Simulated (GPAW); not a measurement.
# Zr (P6_3/mmc) in GPAW: convergence with bands over the usual count

Aim: find how far bands over the usual count must go before the results for Zr settle, at PBE. This setting moves, with any that are tied to it; all else stays.

Everything below comes from runs of GPAW 26.7.0. Logs are shortened: lines on timing, memory, paths and dates and some standing lists are left out, and cuts for length are marked. The log counts tension as positive stress, the text compression.

## (1) The crystal as given

It takes space group P6_3/mmc (No. 194, hexagonal). The conventional cell has a = 3.232 Å, b = 3.232 Å, c = 5.147 Å, α = 90.00°, β = 90.00°, γ = 120.00°. Around Zr (site symmetry -6m2) lie 12 Zr at 3.18 to 3.23 Å.

## (2) With bands over the usual count 0.72

run.py reads:

```python
from ase import Atoms
from ase.dft.bandgap import bandgap
from ase.io import write
from ase.units import GPa
from gpaw import GPAW, PW

atoms = Atoms(['Zr', 'Zr'],
              cell=[[3.232, 0.0, 0.0],
                    [-1.616, 2.798994105, 0.0],
                    [0.0, 0.0, 5.147]],
              scaled_positions=[[0.6666666667, 0.3333333333, 0.75],
                                [0.3333333333, 0.6666666667, 0.25]],
              pbc=True)

calc = GPAW(mode=PW(600),
            xc='PBE',
            kpts={'size': (7, 7, 4), 'gamma': True},
            occupations={'name': 'fermi-dirac', 'width': 0.05},
            nbands=18,
            convergence={'density': 1e-05, 'energy': 1e-05},
            maxiter=100,
            txt='gpaw.txt')
atoms.calc = calc
energy = atoms.get_potential_energy()
forces = atoms.get_forces()
stress = atoms.get_stress()
calc.write('gs.gpw')
write('result.traj', atoms)
print(f'Energy: {energy:.6f} eV')
print('Forces (eV/A):')
print(forces.round(4))
print('Stress (GPa):', (stress / GPa).round(3))
print('Fermi level:', round(calc.get_fermi_level(), 4), 'eV')
print(f'Gap: {bandgap(calc)[0]:.4f} eV, direct: {bandgap(calc, direct=True)[0]:.4f} eV')
```

Potentials or basis: GPAW PAW data sets (gpaw-data 1.2.1), pw.

Launch:

```
$ OMP_NUM_THREADS=1 python run.py
```

Wall time 12 s (1 thread of Arm Neoverse V2, shared host); peak memory 0.15 GiB.

Results:

| Property | Result |
| --- | --- |
| Free energy | -14.8238 eV |
| Pressure | 0.2 GPa |
| Band gap on the k mesh | none (metal or under the smearing width) |

## (3) With bands over the usual count 0.8

Edit run.py of step 2 so:

```diff
@@ -18,3 +18,3 @@
             occupations={'name': 'fermi-dirac', 'width': 0.05},
-            nbands=18,
+            nbands=20,
             convergence={'density': 1e-05, 'energy': 1e-05},
```

Potentials or basis: GPAW PAW data sets (gpaw-data 1.2.1), pw.

Launch:

```
$ OMP_NUM_THREADS=1 python run.py
```

Run time: 12 s. Hardware: 1 thread of Arm Neoverse V2, shared host; peak memory 0.16 GiB.

The run converged. Its results:

- Free energy: -14.8238 eV
- Pressure: 0.2 GPa
- Band gap on the k mesh: none (metal or under the smearing width)

## (4) With bands over the usual count 0.9

Edit run.py of step 3 so:

```diff
@@ -18,3 +18,3 @@
             occupations={'name': 'fermi-dirac', 'width': 0.05},
-            nbands=20,
+            nbands=22,
             convergence={'density': 1e-05, 'energy': 1e-05},
```

Launch:

```
$ OMP_NUM_THREADS=1 python run.py
```

Wall time 13 s (1 thread of Arm Neoverse V2, shared host); peak memory 0.16 GiB.

It converged, with:

* Free energy: -14.8238 eV
* Pressure: 0.2 GPa
* Band gap on the k mesh: none (metal or under the smearing width)

## (5) With bands over the usual count 1

Edit run.py of step 4 so:

```diff
@@ -18,3 +18,3 @@
             occupations={'name': 'fermi-dirac', 'width': 0.05},
-            nbands=22,
+            nbands=24,
             convergence={'density': 1e-05, 'energy': 1e-05},
```

Launch:

```
$ OMP_NUM_THREADS=1 python run.py
```

Wall time 15 s (1 thread of Arm Neoverse V2, shared host); peak memory 0.16 GiB.

Results (log left out):

| Quantity | Value |
| --- | --- |
| Free energy | -14.8238 eV |
| Pressure | 0.2 GPa |
| Band gap on the k mesh | none (metal or under the smearing width) |

## (6) With bands over the usual count 1.3

Edit run.py of step 5 so:

```diff
@@ -18,3 +18,3 @@
             occupations={'name': 'fermi-dirac', 'width': 0.05},
-            nbands=24,
+            nbands=32,
             convergence={'density': 1e-05, 'energy': 1e-05},
```

Potentials or basis: GPAW PAW data sets (gpaw-data 1.2.1), pw.

Launch:

```
$ OMP_NUM_THREADS=1 python run.py
```

It took 21 s on 1 thread of Arm Neoverse V2, shared host; peak memory 0.17 GiB.

Results (log left out):

```
Free energy            : -14.8238 eV
Pressure               : 0.2 GPa
Band gap on the k mesh : none (metal or under the smearing width)
```

## (7) With bands over the usual count 1.7

Edit run.py of step 6 so:

```diff
@@ -18,3 +18,3 @@
             occupations={'name': 'fermi-dirac', 'width': 0.05},
-            nbands=32,
+            nbands=41,
             convergence={'density': 1e-05, 'energy': 1e-05},
```

Launch:

```
$ OMP_NUM_THREADS=1 python run.py
```

It took 27 s on 1 thread of Arm Neoverse V2, shared host; peak memory 0.17 GiB.

It converged, with:

```yaml
Free_energy: -14.8238 eV
Pressure: 0.2 GPa
Band_gap_on_the_k_mesh: none (metal or under the smearing width)
```

## (8) With bands over the usual count 2.5

Edit run.py of step 7 so:

```diff
@@ -18,3 +18,3 @@
             occupations={'name': 'fermi-dirac', 'width': 0.05},
-            nbands=41,
+            nbands=60,
             convergence={'density': 1e-05, 'energy': 1e-05},
```

Potentials or basis: GPAW PAW data sets (gpaw-data 1.2.1), pw.

Launch:

```
$ OMP_NUM_THREADS=1 python run.py
```

gpaw.txt:

```text
__  _  _
 | _ |_)|_||  |
 |__||  | ||/\| - 26.7.0

Input parameters:
  mode=PW(ecut=600.0),
  convergence={'density': 1e-05, 'energy': 1e-05},
  kpts=MonkhorstPack(size=(7, 7, 4), gamma=True),
  maxiter=100,
  nbands=60,
  occupations=Occupations(name='fermi-dirac', width=0.05),
  xc=XC(name='PBE')

Diagonalizing LCAO Hamiltonian
Converting LCAO to pw mode

           Zr

        Zr

Atoms  # Å, Bohr magnetons
|   | symbol |         x |        y |        z |    initial magnetic moments |
|---|--------|-----------|----------|----------|-----------------------------|
| 0 |     Zr |  1.616000 | 0.932998 | 3.860250 | ( 0.0000,  0.0000,  0.0000) |
| 1 |     Zr | -0.000000 | 1.865996 | 1.286750 | ( 0.0000,  0.0000,  0.0000) |

Unit cell  # Å
| periodic |         x |        y |        z |  lengths |     angles |
|----------|-----------|----------|----------|----------|------------|
|      yes |  3.232000 | 0.000000 | 0.000000 | 3.232000 |  90.000000 |
|      yes | -1.616000 | 2.798994 | 0.000000 | 3.232000 |  90.000000 |
|      yes |  0.000000 | 0.000000 | 5.147000 | 5.147000 | 120.000000 |

Number of symmetries: 12
Symmetry operations  # r_c * U_cc + t_c -> r_c
|    | kind |            matrix            |
|----|------|------------------------------|
|  0 |  σ   |  1, 1, 0,  0,-1, 0,  0, 0, 1 |
|  1 |  S6  |  1, 1, 0, -1, 0, 0,  0, 0,-1 |
|  2 |  E   |  1, 0, 0,  0, 1, 0,  0, 0, 1 |
|  3 |  C2  |  1, 0, 0, -1,-1, 0,  0, 0,-1 |
|  4 |  C2  |  0, 1, 0,  1, 0, 0,  0, 0,-1 |
|  5 |  C3  |  0, 1, 0, -1,-1, 0,  0, 0, 1 |
|  6 |  S6  |  0,-1, 0,  1, 1, 0,  0, 0,-1 |
|  7 |  σ   |  0,-1, 0, -1, 0, 0,  0, 0, 1 |
|  8 |  σ   | -1, 0, 0,  1, 1, 0,  0, 0, 1 |
|  9 |  i   | -1, 0, 0,  0,-1, 0,  0, 0,-1 |
| 10 |  C3  | -1,-1, 0,  1, 0, 0,  0, 0, 1 |
| 11 |  C2  | -1,-1, 0,  0, 1, 0,  0, 0,-1 |

BZ-sampling:
  Number of BZ points: 196
  Number of IBZ points: 28

  Monkhorst-Pack size: [7, 7, 4]
  Monkhorst-Pack shift: [0.0, 0.0, 0.125]

K-points  # in reciprocal-cell coordinates
|     |                                coordinates |     weight |
[... 87 lines left out ...]
  ecut: 4800.0  # eV

xc functional:
  name: PBE with 2 nearest neighbor stencil

convergence criteria:
- Maximum integral of absolute [dens]ity change: 1e-05 electrons / valence electron
- Maximum [total energy] change in last 3 cyles: 1e-05 eV / valence electron
- Maximum integral of absolute [eigenst]ate change: 4e-08 eV^2 / valence electron
maximum number of iterations: 100

SCF iterations
|iter     | |      energy | eigst |  dens |
|---------|-|-------------|-------|-------|
|iter:   1| |  -14.997592 | +0.23 |       |
|iter:   2| |  -15.044561 | -2.00 | -1.33 |
|iter:   3| |-6401595.724497 | +6.12 | -1.33 |
|iter:   4| |    7.859732 | +2.14 | +2.17 |
|iter:   5| |  -14.746375 | +0.39 | -0.74 |
|iter:   6| |  -14.812958 | -2.17 | -2.12 |
|iter:   7| |  -14.814148 | -3.95 | -2.33 |
|iter:   8| |  -14.813721 | -5.67 | -2.59 |
|iter:   9| |  -14.813341 | -5.99 | -2.73 |
|iter:  10| |  -14.813221 | -6.60 | -2.99 |
|iter:  11| |  -14.813181c| -7.03 | -3.18 |
|iter:  12| |  -14.813166c| -7.44c| -3.37 |
|iter:  13| |  -14.813153c| -7.10 | -3.51 |
|iter:  14| |  -14.813151c| -7.57c| -3.88 |
|iter:  15| |  -14.813151c| -8.38c| -4.53 |
|iter:  16| |  -14.813151c| -9.79c| -5.70c|

Converged in 16 steps
Energy contributions relative to reference atoms: (reference = -195787.142470)

Energy contributions:
  Kinetic:           6.392895
  Coulomb:          -7.518436
  Zero:              0.700610
  External:          0.000000
  Xc:              -14.377533
  Entropy:          -0.021373
  Spinorbit:         0.000000
  ----------------------------
  Free energy:     -14.823837
  Extrapolated:    -14.813151

dipole moment: (0.000000, 0.000001, 0.000001)  # |e|*Ang

Fermi level: 9.472
Eigenvalues  # (at kpt = [0.000, 0.000, 0.000])
| band index |      eig [eV] | occ [0-2] |
|------------|---------------|-----------|
|          0 |       -39.415 |     2.000 |
|        ... |               |           |
|          2 |       -17.957 |     2.000 |
|          3 |       -17.088 |     2.000 |
|          4 |       -17.088 |     2.000 |
|          5 |       -16.952 |     2.000 |
|          6 |       -16.947 |     2.000 |
|          7 |       -16.947 |     2.000 |
[... 8 lines left out ...]
|         16 |        11.540 |     0.000 |
|         17 |        11.540 |     0.000 |
|        ... |               |           |
|         59 |        58.590 |     0.000 |

No gap
No difference between direct/indirect transitions

Forces  # eV/Ang
|        x |        y |        z |
|----------|----------|----------|
|  0.00000 |  0.00000 |  0.00002 |  # Zr   0
| -0.00000 | -0.00000 | -0.00002 |  # Zr   1

Stress tensor  # eV/Ang^3
|         x |         y |         z |
|-----------|-----------|-----------|
| -0.001670 |  0.000000 |  0.000000 |
|  0.000000 | -0.001670 |  0.000000 |
|  0.000000 |  0.000000 | -0.000772 |

# Writing to gs.gpw (mode='')
```

stdout:

```text
Energy: -14.813151 eV
Forces (eV/A):
[[ 0.  0.  0.]
 [-0. -0. -0.]]
Stress (GPa): [-0.268 -0.268 -0.124  0.     0.     0.   ]
Fermi level: 9.4718 eV
Gap: 0.0000 eV, direct: 0.0000 eV
```

It took 69 s on 1 thread of Arm Neoverse V2, shared host; peak memory 0.19 GiB.

What came out:

| Property | Result |
| --- | --- |
| Free energy | -14.8238 eV |
| Pressure | 0.2 GPa |
| Band gap on the k mesh | none (metal or under the smearing width) |

## (9) The series at a glance

```csv
bands over the usual count,"energy less the tightest run, at zero smearing (meV/atom)",SCF cycles,CPU time (s),peak memory (GiB)
0.72,0.00,9,12,0.15
0.8,0.00,9,12,0.16
0.9,0.00,9,13,0.16
1,0.00,9,15,0.16
1.3,0.00,10,21,0.17
1.7,0.00,10,27,0.17
2.5,0.00,16,69,0.19
```

Against the tightest run, the energy stays within 1 meV/atom from 0.72 on. The tightest run that finished is the yardstick and may itself not be fully converged.
